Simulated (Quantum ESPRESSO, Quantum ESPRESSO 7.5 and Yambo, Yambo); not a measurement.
## Quasiparticle gap of PbS (Galena) in Yambo

Aim: the G0W0 gap of PbS (Galena) on PBE, step by step.

Method: PBE and many-body steps on it, plane waves, in Quantum ESPRESSO 7.5 and Yambo 5.3.0.

The database entry behind the starting cell differs from later determinations by our own check (about 0.1 % short), so it need not match the best structure at ambient conditions.

**1. Set-up**

It takes space group Fm-3m (No. 225, cubic). The conventional cell has a = 5.931 Å, b = 5.931 Å, c = 5.931 Å, α = 90.00°, β = 90.00°, γ = 90.00°. Nearest to Pb lie 6 S at 2.97 Å. Nearest to S lie 6 Pb at 2.97 Å. Farther neighbours and most contacts between anions are not listed.

The cell and positions come from the Crystallography Open Database and are kept as given unless a step says otherwise. Spin-orbit coupling is left out unless a step names it.

**2. Ground state**

This step: Quantum ESPRESSO 7.5; DFT, PBE, plane waves, norm-conserving pseudopotentials.

The ground-state density comes first.

File pw.in:

```
&control
  calculation = 'scf'
  prefix = 'x'
  outdir = 'o'
  pseudo_dir = 'pseudo'
/
&system
  ibrav = 0
  nat = 2
  ntyp = 2
  ecutwfc = 76.0
  nbnd = 19
  force_symmorphic = .true.
/
&electrons
  conv_thr = 1e-10
  electron_maxstep = 80
  mixing_beta = 0.5
/
ATOMIC_SPECIES
  Pb 207.2 Pb.upf
  S 32.06 S.upf
CELL_PARAMETERS angstrom
  0.0000000000 2.9657500000 2.9657500000
  2.9657500000 -0.0000000000 2.9657500000
  2.9657500000 2.9657500000 0.0000000000
ATOMIC_POSITIONS crystal
  Pb 0.0000000000 0.0000000000 0.0000000000
  S 0.5000000000 0.5000000000 0.5000000000
K_POINTS automatic
  6 6 6 0 0 0
```

Run with:

```console
OMP_NUM_THREADS=1 mpirun -n 4 pw.x -nk 4 -in pw.in > pw.out
```

Output:

```text
Program PWSCF v.7.5 starts

     This program is part of the open-source Quantum ESPRESSO suite
     for quantum simulation of materials; please cite
         "P. Giannozzi et al., J. Phys.:Condens. Matter 21 395502 (2009);
         "P. Giannozzi et al., J. Phys.:Condens. Matter 29 465901 (2017);
         "P. Giannozzi et al., J. Chem. Phys. 152 154105 (2020);
     in publications or presentations arising from this work. More details at
     Message from routine setup:
     using ibrav=0 with symmetry is DISCOURAGED, use correct ibrav instead

     G-vector sticks info

     bravais-lattice index     =            0
     lattice parameter (alat)  =       7.9259  a.u.
     unit-cell volume          =     352.0710 (a.u.)^3
     number of atoms/cell      =            2
     number of atomic types    =            2
     number of electrons       =        28.00
     number of Kohn-Sham states=           19
     kinetic-energy cutoff     =      76.0000  Ry
     charge density cutoff     =     304.0000  Ry
     scf convergence threshold =      1.0E-10
     mixing beta               =       0.5000
     number of iterations used =            8  plain     mixing
     Exchange-correlation= PBE
                           (   1   4   3   4   0   0   0)

     celldm(1)=   7.925897  celldm(2)=   0.000000  celldm(3)=   0.000000
     celldm(4)=   0.000000  celldm(5)=   0.000000  celldm(6)=   0.000000

     crystal axes: (cart. coord. in units of alat)
               a(1) = (   0.000000   0.707107   0.707107 )
               a(2) = (   0.707107  -0.000000   0.707107 )
               a(3) = (   0.707107   0.707107   0.000000 )

     reciprocal axes: (cart. coord. in units 2 pi/alat)
               b(1) = ( -0.707107  0.707107  0.707107 )
               b(2) = (  0.707107 -0.707107  0.707107 )
               b(3) = (  0.707107  0.707107 -0.707107 )
     Pseudo is Norm-conserving + core correction, Zval = 22.0
     Generated using ONCVPSP code by D. R. Hamann
     Using radial grid of 1692 points,  7 beta functions with:
     Pseudo is Norm-conserving + core correction, Zval =  6.0
     Generated using ONCVPSP code by D. R. Hamann
     Using radial grid of 1146 points,  6 beta functions with:
     Pb               22.00   207.20000     Pb( 1.00)
     S                 6.00    32.06000     S ( 1.00)

     48 Sym. Ops., with inversion, found

   Cartesian axes

     site n.     atom                  positions (alat units)
         1        Pb     tau(   1) = (   0.0000000   0.0000000   0.0000000  )
         2        S      tau(   2) = (   0.7071068   0.7071068   0.7071068  )

     number of k points=    16
                       cart. coord. in units 2pi/alat
        k(    1) = (   0.0000000   0.0000000   0.0000000), wk =   0.0092593
        k(    2) = (   0.1178511   0.1178511  -0.1178511), wk =   0.0740741
        k(    3) = (   0.2357023   0.2357023  -0.2357023), wk =   0.0740741
        k(    4) = (  -0.3535534  -0.3535534   0.3535534), wk =   0.0370370
        k(    5) = (   0.2357023   0.0000000  -0.0000000), wk =   0.0555556
        k(    6) = (   0.3535534   0.1178511  -0.1178511), wk =   0.2222222
        k(    7) = (  -0.2357023  -0.4714045   0.4714045), wk =   0.2222222
        k(    8) = (  -0.1178511  -0.3535534   0.3535534), wk =   0.2222222
        k(    9) = (   0.0000000  -0.2357023   0.2357023), wk =   0.1111111
        k(   10) = (   0.4714045   0.0000000  -0.0000000), wk =   0.0555556
     [... 4 further rows ...]
        k(   15) = (  -0.1178511  -0.3535534   0.5892557), wk =   0.2222222
        k(   16) = (  -0.7071068   0.2357023   0.0000000), wk =   0.1111111

     Dense  grid:    31283 G-vectors     FFT dimensions: (  45,  45,  45)

     Initial potential from superposition of free atoms

     starting charge      27.9978, renormalised to      28.0000
     Starting wfcs are   17 randomized atomic wfcs +    2 random wfcs

     per-process dynamical memory:    28.7 Mb

     Self-consistent Calculation

     iteration #  1     ecut=    76.00 Ry     beta= 0.50

     Threshold (ethr) on eigenvalues was too large:
     Diagonalizing with lowered threshold

     total energy              =    -441.68971311 Ry
     estimated scf accuracy    <       0.12693925 Ry

     iteration #  2     ecut=    76.00 Ry     beta= 0.50

     total energy              =    -441.72421095 Ry
     estimated scf accuracy    <       0.01814854 Ry

     iteration #  3     ecut=    76.00 Ry     beta= 0.50

     total energy              =    -441.72772253 Ry
     estimated scf accuracy    <       0.00100071 Ry

     iteration #  4     ecut=    76.00 Ry     beta= 0.50

     total energy              =    -441.72778931 Ry
     estimated scf accuracy    <       0.00002125 Ry

     iteration #  5     ecut=    76.00 Ry     beta= 0.50

     total energy              =    -441.72779597 Ry
     estimated scf accuracy    <       0.00000316 Ry

     iteration #  6     ecut=    76.00 Ry     beta= 0.50

     total energy              =    -441.72779615 Ry
     estimated scf accuracy    <       0.00000080 Ry

     iteration #  7     ecut=    76.00 Ry     beta= 0.50

     total energy              =    -441.72779626 Ry
     estimated scf accuracy    <       0.00000005 Ry

     iteration #  8     ecut=    76.00 Ry     beta= 0.50

     total energy              =    -441.72779627 Ry
     estimated scf accuracy    <          1.8E-09 Ry

     iteration #  9     ecut=    76.00 Ry     beta= 0.50

     total energy              =    -441.72779627 Ry
     estimated scf accuracy    <          1.7E-10 Ry

     iteration # 10     ecut=    76.00 Ry     beta= 0.50

     End of self-consistent calculation

          k = 0.0000 0.0000 0.0000 (  3839 PWs)   bands (ev):

  -129.8088 -71.4990 -71.4990 -71.4990  -6.9200  -6.9200  -6.9200  -6.9039
    -6.9039  -3.6873   3.8699   7.7371   7.7371   7.7371  15.1248  15.1248
    15.1248  16.6175  16.6175

          k = 0.1179 0.1179-0.1179 (  3906 PWs)   bands (ev):

  -129.8090 -71.4990 -71.4990 -71.4990  -6.9188  -6.9177  -6.9177  -6.9025
    -6.9025  -3.4540   3.1215   7.8106   7.8106   8.2868  13.3255  13.9257
    13.9257  16.5825  17.2199

          k = 0.2357 0.2357-0.2357 (  3897 PWs)   bands (ev):

  -129.8090 -71.4991 -71.4990 -71.4990  -6.9304  -6.9304  -6.9173  -6.8823
    -6.8823  -2.8625   1.7807   8.0004   8.0004   9.1754  11.3839  12.4669
    12.4669  17.2781  18.6083

          k =-0.3536-0.3536 0.3536 (  3906 PWs)   bands (ev):

     [... further k-points ...]

     highest occupied, lowest unoccupied level (ev):     9.9081   10.2763

!    total energy              =    -441.72779627 Ry
     estimated scf accuracy    <          3.9E-11 Ry

     The total energy is the sum of the following terms:
     one-electron contribution =    -258.46292380 Ry
     hartree contribution      =     129.44472288 Ry
     xc contribution           =     -74.34407730 Ry
     ewald contribution        =    -238.36551806 Ry

     convergence has been achieved in  10 iterations

     XML data file, charge density, pseudopotentials, collected wavefunctions

=------------------------------------------------------------------------------=
   JOB DONE.
=------------------------------------------------------------------------------=
```

It took 7.4 s on 4 MPI ranks of Arm Neoverse V1, shared host; peak memory 0.27 GiB; 29 s of CPU time.

This step gave:

| Quantity | Value |
| --- | --- |
| total energy | -6010.0128 eV |
| gap | 0.3682 eV |
| k of the valence top | 0, 0, -0.5 |
| k of the conduction bottom | 0, 0, -0.5 |
| least direct gap | 0.3682 eV |

The gap is direct, at (0.000, 0.000, -0.500).

**3. Bands along the symmetry lines**

Levels along a band path, at the cheap level, show where the edges lie and whether the meshes to come will hold them.

File pw.in:

```
&control
  calculation = 'bands'
  prefix = 'x'
  outdir = 'o'
  pseudo_dir = 'pseudo'
/
&system
  ibrav = 0
  nat = 2
  ntyp = 2
  ecutwfc = 76.0
  nbnd = 20
  force_symmorphic = .true.
/
&electrons
  conv_thr = 1e-9
  electron_maxstep = 80
  diago_full_acc = .true.
  diago_thr_init = 5e-6
/
ATOMIC_SPECIES
  Pb 207.2 Pb.upf
  S 32.06 S.upf
CELL_PARAMETERS angstrom
  0.0000000000 2.9657500000 2.9657500000
  2.9657500000 -0.0000000000 2.9657500000
  2.9657500000 2.9657500000 0.0000000000
ATOMIC_POSITIONS crystal
  Pb 0.0000000000 0.0000000000 0.0000000000
  S 0.5000000000 0.5000000000 0.5000000000
K_POINTS crystal
  50
  0.00000000 0.00000000 0.00000000 1
  0.06250000 0.00000000 0.06250000 1
  0.12500000 0.00000000 0.12500000 1
  0.18750000 0.00000000 0.18750000 1
  0.25000000 0.00000000 0.25000000 1
  0.31250000 0.00000000 0.31250000 1
  0.37500000 0.00000000 0.37500000 1
  0.43750000 0.00000000 0.43750000 1
  0.50000000 0.00000000 0.50000000 1
  0.51562500 0.03125000 0.51562500 1
  0.53125000 0.06250000 0.53125000 1
  0.54687500 0.09375000 0.54687500 1
  0.56250000 0.12500000 0.56250000 1
  0.57812500 0.15625000 0.57812500 1
  0.59375000 0.18750000 0.59375000 1
  0.60937500 0.21875000 0.60937500 1
  0.62500000 0.25000000 0.62500000 1
  0.37500000 0.37500000 0.75000000 1
  0.32812500 0.32812500 0.65625000 1
  0.28125000 0.28125000 0.56250000 1
  0.23437500 0.23437500 0.46875000 1
  0.18750000 0.18750000 0.37500000 1
  0.14062500 0.14062500 0.28125000 1
  0.09375000 0.09375000 0.18750000 1
  0.04687500 0.04687500 0.09375000 1
  0.00000000 0.00000000 0.00000000 1
  0.06250000 0.06250000 0.06250000 1
  0.12500000 0.12500000 0.12500000 1
  0.18750000 0.18750000 0.18750000 1
  0.25000000 0.25000000 0.25000000 1
  0.31250000 0.31250000 0.31250000 1
  0.37500000 0.37500000 0.37500000 1
  0.43750000 0.43750000 0.43750000 1
  0.50000000 0.50000000 0.50000000 1
  0.50000000 0.46875000 0.53125000 1
  0.50000000 0.43750000 0.56250000 1
  0.50000000 0.40625000 0.59375000 1
  0.50000000 0.37500000 0.62500000 1
  0.50000000 0.34375000 0.65625000 1
  0.50000000 0.31250000 0.68750000 1
  0.50000000 0.28125000 0.71875000 1
  0.50000000 0.25000000 0.75000000 1
  0.50000000 0.21875000 0.71875000 1
  0.50000000 0.18750000 0.68750000 1
  0.50000000 0.15625000 0.65625000 1
  0.50000000 0.12500000 0.62500000 1
  0.50000000 0.09375000 0.59375000 1
  0.50000000 0.06250000 0.56250000 1
  0.50000000 0.03125000 0.53125000 1
  0.50000000 0.00000000 0.50000000 1
```

Output:

```text
[banner, memory and clock lines left out]
Program PWSCF v.7.5 starts

     Atomic positions and unit cell read from directory:
     o/x.save/

     Message from routine setup:
     using ibrav=0 with symmetry is DISCOURAGED, use correct ibrav instead

     G-vector sticks info

     bravais-lattice index     =            0
     lattice parameter (alat)  =       7.9259  a.u.
     unit-cell volume          =     352.0710 (a.u.)^3
     number of atoms/cell      =            2
     number of atomic types    =            2
     number of electrons       =        28.00
     number of Kohn-Sham states=           20
     kinetic-energy cutoff     =      76.0000  Ry
     charge density cutoff     =     304.0000  Ry
     Exchange-correlation= PBE
                           (   1   4   3   4   0   0   0)

     celldm(1)=   7.925897  celldm(2)=   0.000000  celldm(3)=   0.000000
     celldm(4)=   0.000000  celldm(5)=   0.000000  celldm(6)=   0.000000

     crystal axes: (cart. coord. in units of alat)
               a(1) = (   0.000000   0.707107   0.707107 )
               a(2) = (   0.707107  -0.000000   0.707107 )
               a(3) = (   0.707107   0.707107   0.000000 )

     reciprocal axes: (cart. coord. in units 2 pi/alat)
               b(1) = ( -0.707107  0.707107  0.707107 )
               b(2) = (  0.707107 -0.707107  0.707107 )
               b(3) = (  0.707107  0.707107 -0.707107 )
     Pseudo is Norm-conserving + core correction, Zval = 22.0
     Generated using ONCVPSP code by D. R. Hamann
     Using radial grid of 1692 points,  7 beta functions with:
     Pseudo is Norm-conserving + core correction, Zval =  6.0
     Generated using ONCVPSP code by D. R. Hamann
     Using radial grid of 1146 points,  6 beta functions with:
     Pb               22.00   207.20000     Pb( 1.00)
     S                 6.00    32.06000     S ( 1.00)

     48 Sym. Ops., with inversion, found

   Cartesian axes

     site n.     atom                  positions (alat units)
         1        Pb     tau(   1) = (   0.0000000   0.0000000   0.0000000  )
         2        S      tau(   2) = (   0.7071068   0.7071068   0.7071068  )

     number of k points=    50
                       cart. coord. in units 2pi/alat
        k(    1) = (   0.0000000   0.0000000   0.0000000), wk =   0.0400000
        k(    2) = (   0.0000000   0.0883883   0.0000000), wk =   0.0400000
        k(    3) = (   0.0000000   0.1767767   0.0000000), wk =   0.0400000
[...]
[... 38 further rows ...]
        k(   49) = (   0.0441942   0.7071068   0.0000000), wk =   0.0400000
        k(   50) = (   0.0000000   0.7071068   0.0000000), wk =   0.0400000

     Dense  grid:    31283 G-vectors     FFT dimensions: (  45,  45,  45)

     The potential is recalculated from file :
     o/x.save/charge-density

     Starting wfcs are   17 randomized atomic wfcs +    3 random wfcs

     Band Structure Calculation

     End of band structure calculation

          k = 0.0000 0.0000 0.0000 (  3839 PWs)   bands (ev):

  -129.8090 -71.4991 -71.4991 -71.4991  -6.9201  -6.9201  -6.9201  -6.9040
    -6.9040  -3.6873   3.8699   7.7371   7.7371   7.7371  15.1248  15.1248
    15.1248  16.6175  16.6175  16.6175

          k = 0.0000 0.0884 0.0000 (  3895 PWs)   bands (ev):

  -129.8091 -71.4991 -71.4991 -71.4991  -6.9210  -6.9179  -6.9179  -6.9068
[...]
14.9810  16.2937  16.9674  16.9675

          k = 0.0000 0.1768 0.0000 (  3911 PWs)   bands (ev):

[...]
14.7880  15.7041  17.7622  17.7622

          k =-0.0000 0.2652 0.0000 (  3931 PWs)   bands (ev):

[...]
k = 0.0000 0.4419-0.0000 (  3956 PWs)   bands (ev):

[...]
k =-0.0000 0.5303 0.0000 (  3960 PWs)   bands (ev):

[...]
k = 0.0000 0.6187-0.0000 (  3952 PWs)   bands (ev):

[...]
k = 0.4640 0.4640-0.0000 (  3945 PWs)   bands (ev):

[...]
k = 0.3315 0.3315-0.0000 (  3931 PWs)   bands (ev):

[...]
k = 0.3094 0.7071-0.0000 (  3948 PWs)   bands (ev):

[...]
k = 0.2210 0.7071-0.0000 (  3946 PWs)   bands (ev):

[...]
k = 0.1768 0.7071-0.0000 (  3946 PWs)   bands (ev):

[...]
k = 0.0442 0.7071 0.0000 (  3950 PWs)   bands (ev):

[...]
15.4646  15.6381  21.0284  21.8408

          k = 0.0000 0.7071 0.0000 (  3940 PWs)   bands (ev):

  -129.8092 -71.4992 -71.4992 -71.4992  -7.0583  -6.9454  -6.8783  -6.8593
    -6.8593  -2.0170   2.7069   4.7152   6.4692   6.4692  13.7698  15.4837
    15.5933  15.5933  20.9544  22.0076

     XML data file, pseudopotentials, collected wavefunctions
```

Wall time 6.5 s (4 MPI ranks); peak memory 0.23 GiB; 26 s of CPU time.

This step gave:

* gap: 0.3682 eV
* k of the valence top: 0.5, 0.5, 0.5
* k of the conduction bottom: 0.5, 0.5, 0.5
* least direct gap: 0.3682 eV

The gap is 0.368 eV, as in the run before at this level.

Electronic bands along the path, in eV, zero at the top of the highest filled band:

| point | band 11 | band 12 | band 13 | band 14 | band 15 | band 16 | band 17 | band 18 |
| --- | --- | --- | --- | --- | --- | --- | --- | --- |
| Γ | -6.04 | -2.17 | -2.17 | -2.17 | 5.22 | 5.22 | 5.22 | 6.71 |
| halfway | -7.23 | -2.83 | -2.83 | -1.72 | 2.44 | 4.74 | 4.92 | 4.92 |
| X | -7.20 | -5.19 | -3.44 | -3.44 | 3.86 | 5.58 | 5.69 | 5.69 |
| halfway | -7.47 | -5.09 | -3.31 | -3.15 | 3.89 | 5.18 | 5.43 | 5.58 |
| U | -7.98 | -4.77 | -2.94 | -2.48 | 3.33 | 4.13 | 5.05 | 6.22 |
| jump to K | -7.98 | -4.77 | -2.94 | -2.48 | 3.33 | 4.13 | 5.05 | 6.22 |
| halfway | -7.71 | -3.10 | -1.71 | -0.59 | 1.48 | 2.51 | 4.14 | 7.58 |
| Γ | -6.04 | -2.17 | -2.17 | -2.17 | 5.22 | 5.22 | 5.22 | 6.71 |
| halfway | -7.46 | -2.01 | -2.01 | -1.17 | 2.36 | 3.22 | 3.22 | 6.86 |
| L | -8.85 | -1.78 | -1.78 | 0.00 | 0.37 | 1.96 | 1.96 | 8.67 |
| halfway | -8.48 | -3.44 | -3.01 | -0.99 | 1.56 | 3.40 | 4.03 | 8.00 |
| W | -7.95 | -4.42 | -4.42 | -1.03 | 2.19 | 4.66 | 4.66 | 8.16 |
| halfway | -7.62 | -4.98 | -3.76 | -2.40 | 3.99 | 4.09 | 5.29 | 6.37 |
| X | -7.20 | -5.19 | -3.44 | -3.44 | 3.86 | 5.58 | 5.69 | 5.69 |

The electronic bands as a text plot (rows in eV, shown from -8.0 to 6.4 only):

```
    6.1 |  ++            ++                                   ++
    5.5 |+   +    +++++++             ++                     ++++
    4.9 | ++++++++      ++++       +++  +                ++++ ++
    4.3 | +     +++      ++ +++++++  +   ++           +++  ++++
    3.7 |       ++ +++++++         ++      +         +++       ++
    3.1 |  ++             ++     ++        ++       ++      +
    2.5 |     ++           ++++++++         ++++  +++     ++
    1.9 |    +              ++               ++ ++++   +++
    1.3 |                     +++              +     ++
    0.7 |                                       + +++
    0.1 |                                       *+
   -0.5 |                     ***              *  ***
   -1.1 |  ***              **   **         ***      *******
   -1.7 | *   **           *  ********   ***********        *
   -2.3 |*****            ****     *********        **       *
   -2.9 |     ****     ****     ***                  **       **
   -3.5 |         *******     **                      **     ****
   -4.1 |         *         **                         *** **
   -4.7 |          **    ***                              ****
   -5.3 |            ****                                     ***
   -5.9 |**                           ***
   -6.5 |  **                      ***   **
   -7.1 |    ***** ****          **        *                   **
   -7.7 |         *    ****     *           ***          ******
         Γ           X  U|K            Γ         L        W     X
```

(Part 1 of 3 ends here.)

[Paths, hosts, dates, memory and timing lines, banners, echoed tables and standing remarks are left out of the program output.]

[Logs are printed without paths, hosts, clocks, repeated set-up lines and the standing remarks that a program may print on its own settings, such as how far it seeks lower states.]

[Runs of the session that timed out or met a known fault of the program may be left out.]

[Hosts, paths, dates, database ids (printed as entryN), source tags and the programs' standing remarks are cut or masked in the printed files.]
